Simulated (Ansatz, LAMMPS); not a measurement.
## Relaxing amorphous SiO2 (96 atoms)

Wanted: the relaxed structure of amorphous SiO2 (96 atoms) and its electronic structure.

Main program and level: Ansatz 0.2.0; Kohn-Sham DFT, PBE, PAW (set soft_2), plane waves.

**What experiment says.** A silica glass plate was measured by high-energy x-ray diffraction at 20 K and the Si-O distance was taken from the first PDF peak (“Polyhedral units and network connectivity in calcium aluminosilicate glasses from high-energy x-ray diffraction”, 2000, arxiv:cond-mat/0007490): nearest Si–O distance 1.61 Å; number of O about Si 4. The nearest silicon-silicon distance in amorphous silica was obtained by fitting a symmetric peak to the measured radial distribution (as quoted in “New insights into the origin of the first sharp diffraction peak in amorphous silica from an analysis of chemical and radial ordering”, 2024, arxiv:2403.10632): nearest Si–Si distance 3.08 Å; nearest O–O distance 2.63 Å. The mean Si-O-Si angle was obtained by reanalysing earlier high-energy photon diffraction data in combination with published neutron diffraction data on silica glass (“Bond angle distribution in amorphous germania and silica”, 1996, arxiv:chem-ph/9603004): Si–O–Si angle 148.3 °.

### Step 1. Set-up

The cell holds 96 atoms: 32 Si and 64 O. Its edges and angles: a = 11.155 Å, b = 11.155 Å, c = 11.155 Å, α = 90.0°, β = 90.0°, γ = 90.0°. 96 atoms (32 Si, 64 O) placed at random at 2.3 g/cm³, melted at 5000 K for 10 ps at fixed volume with the Vashishta potential (Vashishta, Kalia, Rino and Ebbsjo, Phys. Rev. B 41, 12197 (1990)). Quenched from 5000 K to 300 K at 50 K/ps and fixed volume, held 5 ps, then minimised at fixed cell. The density is one point of a scan and needn't be that of the real material.

Limits known from the start: The quench rate of 50 K/ps is many orders above laboratory rates, so the cell is likely richer in defects and strain than a real sample. The starting topology of bonds comes from the classical model. Only the Γ point is sampled in the main run, in a cell whose shortest periodic width is 11 Å.

### Step 2. The classical run that made the cell

A classical potential makes the cell, at a small fraction of what the same run would cost in DFT.

This step: classical MD, Vashishta potential (Vashishta, Kalia, Rino and Ebbsjo, Phys. Rev. B 41, 12197 (1990)) (LAMMPS 22 Jul 2025 - Update 4).

The input, in.lmp:

```
# melt-quench of Si32O64
units metal
atom_style atomic
boundary p p p
region box block 0 11.1551 0 11.1551 0 11.1551
create_box 2 box
mass 1 28.0850   # Si
mass 2 15.9990   # O
create_atoms 1 random 32 4105 NULL overlap 1.4 maxtry 2000
create_atoms 2 random 64 4112 NULL overlap 1.4 maxtry 2000
pair_style vashishta/table 100000 0.2
pair_coeff * * SiO.1990.vashishta Si O
neigh_modify delay 0 every 1 check yes
thermo_style custom step time temp pe press density
thermo_modify norm yes
timestep 0.001
thermo 100
min_style cg
minimize 1e-4 1e-4 200 2000
reset_timestep 0
velocity all create 5000 4106 mom yes dist gaussian
fix lim all nve/limit 0.05
fix lan all langevin 5000 5000 0.1 4107 zero yes
thermo 500
run 1000 post no
unfix lim
unfix lan
thermo 1666
fix md all nvt temp 5000 5000 0.1
run 10000 post no
unfix md
thermo 9400
fix md all nvt temp 5000 300 0.1
run 94000 post no
unfix md
thermo 2500
fix md all nvt temp 300 300 0.1
run 5000 post no
unfix md
thermo 100
min_style cg
minimize 0 1e-3 2000 20000
write_dump all custom glass.dump id type xs ys zs modify sort id
```

Started as:

```
$ lmp -in in.lmp -log none -nocite
```

Numbers of over 12 decimals in the logs are rounded to 6 here.

Log:

```text
LAMMPS (22 Jul 2025 - Update 4)
Created orthogonal box = (0 0 0) to (11.1551 11.1551 11.1551)
Created 32 atoms
Created 64 atoms
   Step          Time           Temp          PotEng         Press         Density
         0   0              0              4.9231639      2023598.5      2.3000127
       100   0.1            0             -8.5493586     -20125.386      2.3000127
       154   0.154          0             -8.6773645     -30213.204      2.3000127
Loop time of 0.32177 s on 1 MPI rank(s) for 154 steps with 96 atoms
Minimization stats:
  Stopping criterion = energy tolerance
  Energy initial, next-to-last, final =
[... 36 lines left out ...]
Loop time of 3.43296 s on 1 MPI rank(s) for 5000 steps with 96 atoms
   Step          Time           Temp          PotEng         Press         Density
    110000   110            331.8637      -8.9073279     -34945.099      2.3000127
    110100   110.1          331.8637      -8.9495662     -34691.691      2.3000127
    110200   110.2          331.8637      -8.9495737     -34124.583      2.3000127
    110248   110.248        331.8637      -8.9495737     -34113.226      2.3000127
Loop time of 0.575898 s on 1 MPI rank(s) for 248 steps with 96 atoms
Minimization stats:
  Stopping criterion = force tolerance
  Energy initial, next-to-last, final =
     -8.90732791199289  -8.94957374414821  -8.94957374531383
  Force two-norm initial, final = 18.292422 0.0009280903
  Iterations, force evaluations = 248 496
```

Elapsed: 84 s, on 1 thread of Arm Neoverse V2, shared host; peak memory 0.071 GiB.

### Step 3. Single point at the start

The forces at the start show how far the geometry lies from a minimum of this functional.

The input, input.yaml:

```yaml
crystal:
  lattice:
    - [11.1551, 0.0, 0.0]
    - [0.0, 11.1551, 0.0]
    - [0.0, 0.0, 11.1551]
  atoms:
    - { symbol: Si, position: [0.30298, 0.2552, 0.69787] }
    - { symbol: Si, position: [0.54126, 0.59224, 0.89327] }
    - { symbol: Si, position: [0.65652, 0.01628, 0.99449] }
    - { symbol: Si, position: [0.69875, 0.41151, 0.04461] }
    - { symbol: Si, position: [0.56125, 0.5046, 0.50896] }
    - { symbol: Si, position: [0.12754, 0.41551, 0.28347] }
    - { symbol: Si, position: [0.8942, 0.73453, 0.93619] }
    - { symbol: Si, position: [0.49278, 0.13241, 0.53156] }
    - { symbol: Si, position: [0.03593, 0.22522, 0.74847] }
    - { symbol: Si, position: [0.95626, 0.48329, 0.66586] }
    - { symbol: Si, position: [0.15654, 0.78585, 0.91126] }
    - { symbol: Si, position: [0.8229, 0.22627, 0.90862] }
    - { symbol: Si, position: [0.70155, 0.41611, 0.741] }
    - { symbol: Si, position: [0.70991, 0.214, 0.3684] }
    - { symbol: Si, position: [0.53695, 0.74186, 0.65328] }
    - { symbol: Si, position: [0.18348, 0.60565, 0.72938] }
    - { symbol: Si, position: [0.96192, 0.84648, 0.17469] }
    - { symbol: Si, position: [0.60322, 0.76838, 0.10857] }
    - { symbol: Si, position: [0.88526, 0.43704, 0.39684] }
    - { symbol: Si, position: [0.1531, 0.65644, 0.16024] }
    - { symbol: Si, position: [0.72717, 0.88351, 0.77847] }
    - { symbol: Si, position: [0.35964, 0.81019, 0.22526] }
    - { symbol: Si, position: [0.31721, 0.43027, 0.90194] }
    - { symbol: Si, position: [0.13704, 0.99453, 0.49474] }
    - { symbol: Si, position: [0.92353, 0.00956, 0.63264] }
    - { symbol: Si, position: [0.18857, 0.98276, 0.08788] }
    - { symbol: Si, position: [0.38129, 0.88357, 0.47794] }
    - { symbol: Si, position: [0.53903, 0.221, 0.13115] }
    - { symbol: Si, position: [0.2824, 0.46669, 0.51979] }
    - { symbol: Si, position: [0.26656, 0.25078, 0.11928] }
    - { symbol: Si, position: [0.7012, 0.57506, 0.27599] }
    - { symbol: Si, position: [0.89355, 0.0049, 0.37437] }
    - { symbol: O, position: [0.50858, 0.67815, 0.78122] }
    - { symbol: O, position: [0.01893, 0.36506, 0.71898] }
    - { symbol: O, position: [0.05066, 0.9527, 0.1259] }
    - { symbol: O, position: [0.6623, 0.89921, 0.08083] }
    - { symbol: O, position: [0.98998, 0.3864, 0.31364] }
    - { symbol: O, position: [0.94587, 0.46841, 0.5231] }
    - { symbol: O, position: [0.26837, 0.35386, 0.01557] }
    - { symbol: O, position: [0.90235, 0.59312, 0.9519] }
    - { symbol: O, position: [0.41915, 0.1799, 0.64232] }
    - { symbol: O, position: [0.8082, 0.33376, 0.00385] }
    - { symbol: O, position: [0.62494, 0.22597, 0.24972] }
    - { symbol: O, position: [0.21604, 0.50466, 0.82964] }
    - { symbol: O, position: [0.25628, 0.57946, 0.60712] }
    - { symbol: O, position: [0.27834, 0.9262, 0.18874] }
    - { symbol: O, position: [0.83935, 0.96594, 0.73964] }
    - { symbol: O, position: [0.63731, 0.96081, 0.86248] }
    - { symbol: O, position: [0.20138, 0.46659, 0.39925] }
    - { symbol: O, position: [0.82792, 0.55918, 0.3432] }
    - { symbol: O, position: [0.85048, 0.98325, 0.51052] }
    - { symbol: O, position: [0.16928, 0.69017, 0.02047] }
    - { symbol: O, position: [0.581, 0.33361, 0.05048] }
    - { symbol: O, position: [0.20942, 0.90957, 0.96346] }
    - { symbol: O, position: [0.95889, 0.14926, 0.6506] }
    - { symbol: O, position: [0.04867, 0.7388, 0.21656] }
    - { symbol: O, position: [0.61735, 0.17692, 0.47906] }
    - { symbol: O, position: [0.21517, 0.7314, 0.79215] }
    - { symbol: O, position: [0.1796, 0.1959, 0.75461] }
    - { symbol: O, position: [0.77045, 0.1066, 0.97469] }
    - { symbol: O, position: [0.82079, 0.49144, 0.71342] }
    - { symbol: O, position: [0.01532, 0.79535, 0.88479] }
    - { symbol: O, position: [0.27657, 0.69332, 0.22398] }
    - { symbol: O, position: [0.4201, 0.81926, 0.35537] }
    - { symbol: O, position: [0.78387, 0.77262, 0.85094] }
    - { symbol: O, position: [0.18882, 0.29674, 0.23116] }
    - { symbol: O, position: [0.4242, 0.46253, 0.49237] }
    - { symbol: O, position: [0.65767, 0.7048, 0.22843] }
    - { symbol: O, position: [0.04272, 0.59449, 0.69659] }
    - { symbol: O, position: [0.25728, 0.34904, 0.59816] }
    - { symbol: O, position: [0.55449, 0.10181, 0.05066] }
    - { symbol: O, position: [0.23732, 0.89401, 0.47142] }
    - { symbol: O, position: [0.57413, 0.63818, 0.56077] }
    - { symbol: O, position: [0.71329, 0.49422, 0.15623] }
    - { symbol: O, position: [0.21518, 0.12395, 0.07043] }
    - { symbol: O, position: [0.44772, 0.01316, 0.47392] }
    - { symbol: O, position: [0.4214, 0.52474, 0.9395] }
    - { symbol: O, position: [0.36495, 0.33327, 0.80534] }
    [... 12 atom lines left out ...]
    - { symbol: O, position: [0.60849, 0.51396, 0.37055] }
    - { symbol: O, position: [0.64846, 0.8326, 0.66958] }
    - { symbol: O, position: [0.46257, 0.79584, 0.12661] }
    - { symbol: O, position: [0.63254, 0.48562, 0.85022] }
    - { symbol: O, position: [0.95999, 0.20424, 0.87078] }
    - { symbol: O, position: [0.74173, 0.2825, 0.79396] }
kpoints:
  mp_grid: { grid: [1, 1, 1] }
hamiltonian:
  xc: pbe
scf:
  occupations: { method: fermi_dirac, width: 0.025 }
output:
  forces: true
```

Started as:

```
$ ansatz run input.yaml --threads 4 --pin off --max-ram 8192MiB --backend cpu --events-out ev --progress --plain --runs-dir out
```

Log:

```text
Engine: ansatz 0.2.0, aarch64-unknown-linux-gnu
Pseudopotentials: kind: paw
Pseudopotential: Si, paw, valence charge 4, recommended cutoff 420 eV (normal), Si.paw.azcp
Pseudopotential: O, paw, valence charge 6, recommended cutoff 420 eV (normal), O.paw.azcp
[... 5 lines on functional and potentials left out ...]
Crystal: 96 atoms, lattice volume = 1388.099 Å³
Basis set: ecut = 420 eV, 27201 PW (Γ), exchange–correlation on 150×150×150 points (8 copies of the dense FFT grid, shifted against one another)
Bands: 352, of which v1, the nominal top of the filled ones, is band 256 counted from 1 (255 counted from 0)
Symmetry: 1 space group operations
Space group: P1 (ITA 1), of the structure as read, at distance tolerance 1.1e-4 Å
k-points: 1
[... 5 lines on functional and potentials left out ...]
Initial density: superposition of atomic densities (neutral atoms: chi_scale 0, normalization atom), corrected by the library's trained network
Initial wavefunctions: pseudopotential atomic-orbital guess
Functional: x = pbe(κ = 0.804, μ = 0.219515), c = pbe(β = 0.066725)
SCF iter   1: F=—  HF=-56754.433944 eV  |F-HF|=—  |Δ(HF+E_count)|=         —  Δρ=3.66e-3  dr2=3.98e-1  ethr=1.77e-3  ⟨swp⟩=7.0  Hψ=1757  notcnv=0  defer=59
preconditioner: auto → Resta (q_TF=auto, 2.310 Å⁻¹)  ε∞=2.9  [insulator: Δε(μ)=1.307 eV  Ē_g=16.309 eV  σ=0.025 eV  W_gap=1.00  n_scr=256 (ndim 8)  ℏωp=22.6 eV  f_vac=0.224  D(μ)=0.00/eV (n_scr^D=0)  ε∞_Penn≈2.9]
SCF iter   2: F=—  HF=-56754.360891 eV  |F-HF|=—  |Δ(HF+E_count)|=   7.31e-2  Δρ=2.89e-3  dr2=9.60e-2  ethr=7.78e-5  ⟨swp⟩=2.0  Hψ=608  notcnv=0  defer=87
SCF iter   3: F=—  HF=-56754.348134 eV  |F-HF|=—  |Δ(HF+E_count)|=   1.28e-2  Δρ=1.13e-3  dr2=3.98e-2  ethr=1.88e-5  ⟨swp⟩=3.0  Hψ=473  notcnv=0  defer=32
automatic band count: iteration 3 solves 297 bands in place of 352: the levels show a gap, and the empty bands left out lie too high to hold charge; the band table lists the bands solved (type scf.n_extra_bands for more)
SCF iter   4: F=—  HF=-56754.341717 eV  |F-HF|=—  |Δ(HF+E_count)|=   6.42e-3  Δρ=6.71e-4  dr2=7.23e-3  ethr=7.78e-6  ⟨swp⟩=3.0  Hψ=545  notcnv=0  defer=32
SCF iter   5: F=—  HF=-56754.340787 eV  |F-HF|=—  |Δ(HF+E_count)|=   9.30e-4  Δρ=2.59e-4  dr2=1.16e-3  ethr=1.41e-6  ⟨swp⟩=2.0  Hψ=459  notcnv=0  defer=32
SCF iter   6: F=—  HF=-56754.340770 eV  |F-HF|=—  |Δ(HF+E_count)|=   1.64e-5  Δρ=1.73e-4  dr2=4.21e-4  ethr=2.26e-7  ⟨swp⟩=3.0  Hψ=464  notcnv=0  defer=32
SCF iter   7: F=—  HF=-56754.340721 eV  |F-HF|=—  |Δ(HF+E_count)|=   4.95e-5  Δρ=5.20e-5  dr2=3.49e-5  ethr=8.23e-8  ⟨swp⟩=3.0  Hψ=464  notcnv=0  defer=32
SCF iter   8: F=—  HF=-56754.338598 eV  |F-HF|=—  |Δ(HF+E_count)|=   2.12e-3  Δρ=2.55e-5  dr2=1.19e-5  ethr=6.82e-9  ⟨swp⟩=3.0  Hψ=506  notcnv=0  defer=32
SCF iter   9: F=—  HF=-56754.338596 eV  |F-HF|=—  |Δ(HF+E_count)|=   1.41e-6  Δρ=8.67e-6  dr2=1.39e-6  ethr=2.33e-9  ⟨swp⟩=2.0  Hψ=457  notcnv=0  defer=32
SCF iter  10: F=—  HF=-56754.338596 eV  |F-HF|=—  |Δ(HF+E_count)|=   4.72e-9  Δρ=3.32e-6  dr2=1.31e-7  ethr=2.72e-10  ⟨swp⟩=2.0  Hψ=459  notcnv=0  defer=32
SCF iter  11: F=-56754.338596 eV  HF=-56754.338596 eV  |F-HF|=1.29e-8  |Δ(HF+E_count)|=   8.43e-9  Δρ=1.26e-6  dr2=1.96e-8  ethr=1.95e-11  ⟨swp⟩=4.0  Hψ=1004  notcnv=0
SCF 1 converged in 11 iterations: F = -56754.338596 eV  dr2 = 1.96e-8
  greatest PAW one-centre occupation: 0.868 electrons in one spin orbital (limit 2), on the O atom at site 41 (counted from 0), in its partial waves of l = 0
SCF converged after 11 iterations
Free energy (F): -56754.338596 eV
Harris-Foulkes:  -56754.338596 eV  (|F-HF|=1.29e-8)
Internal energy: -56754.338596 eV  (E = F + TS)
E sigma→0 (E₀):  -56754.338596 eV
Entropy (-TS):   -0.000000 eV (-0.000 meV/atom)
Fermi energy:    4.594666 eV
--- Per-component energies (eV) ---
  E_band       = -2829.706586
  E_kinetic    = 12876.885845
  E_local      = -38669.872063  (includes V_loc(G=0)·N_el)
  E_nonlocal   = 3848.774350
  E_hartree    = 14573.827725
  E_xc         = -6533.627489
  E_vxc        = -7583.274503  (∫ρ·V_xc dr)
  E_paw        = -26599.064120  (= ΣΔE_a)
  E_vpaw       = -2450.043264  (= ΣTr[D̂ρ^β])
  E_aug_tail   = 0.165312  (compensation charges beyond the density's cutoff)
  E_ewald      = -16251.428156
  E_smearing   = -0.000000  (= −TS)
  E_closure    = -0.000000  (closes the sum)
  Σ components = -56754.338596   (vs F -56754.338596, Δ=0.00e0)
--- Forces (eV/Å), atoms counted from 1 ---
  atom   1  Si    -2.06322342     0.54663191    -0.48782163
  atom   2  Si    -0.85841053     1.28993636     0.02474760
  atom   3  Si     0.46613913    -0.23560736    -0.07074014
  atom   4  Si     0.88853984     0.98552049    -0.58345613
  atom   5  Si    -0.24160180     0.31879807     0.30405655
  atom   6  Si     0.47796095     0.55079869     0.30192255
  atom   7  Si     0.88613454    -3.31923237     0.35345724
  atom   8  Si    -1.18337152    -0.33840197    -0.02826171
  atom   9  Si     0.24118336     0.34777793    -1.13896422
  atom  10  Si     0.39636654    -0.42059604     0.43070258
  atom  11  Si    -1.47707928    -0.43436098     1.07863910
  atom  12  Si    -0.38741317    -0.55091471    -1.22858372
  atom  13  Si     1.29834246    -0.61001352    -0.83671992
  atom  14  Si     1.09837867     0.08711559    -1.10148128
[...]
atom  95  O      0.06444171    -0.36579675     1.25250424
  atom  96  O     -0.53426433    -0.08168443    -0.26179715
  max |Σ_I F_I| component: 7.46e-5 eV/Å
```

The job ended after 13 s (4 threads of Arm Neoverse V2, shared host; peak memory 1.6 GiB; 47 s of CPU time).

The run gave:

* free energy: -56754.3386 eV
* free energy per atom: -591.1910 eV/atom
* SCF cycles: 11
* r.m.s. force component: 0.6944 eV/Å
* longest force: 3.502 eV/Å
* Fermi energy: 4.595 eV

The r.m.s. force component of 0.69 eV/Å sets the starting point.

Neighbours are counted within 2.02 Å (O-Si).

Length of the force by element and coordination:

```
element  coordination  atoms  mean length of the force (eV/Å)  spread  least   most
      O           all     64                            0.891   0.493  0.105   2.20
      O             1      2                            0.708  0.0955  0.612  0.803
      O             2     62                            0.897   0.500  0.105   2.20
     Si           all     32                             1.31   0.741  0.367   3.50
     Si             3      2                             1.34   0.109   1.23   1.45
     Si             4     30                             1.31   0.765  0.367   3.50
```

(Part 1 of 4 ends here.)

[Logs are printed without paths, hosts, clocks, repeated set-up lines and the standing remarks that a program may print on its own settings, such as how far it seeks lower states.]

[Hosts, paths, dates, database ids (printed as entryN), source tags and the programs' standing remarks are cut or masked in the printed files.]
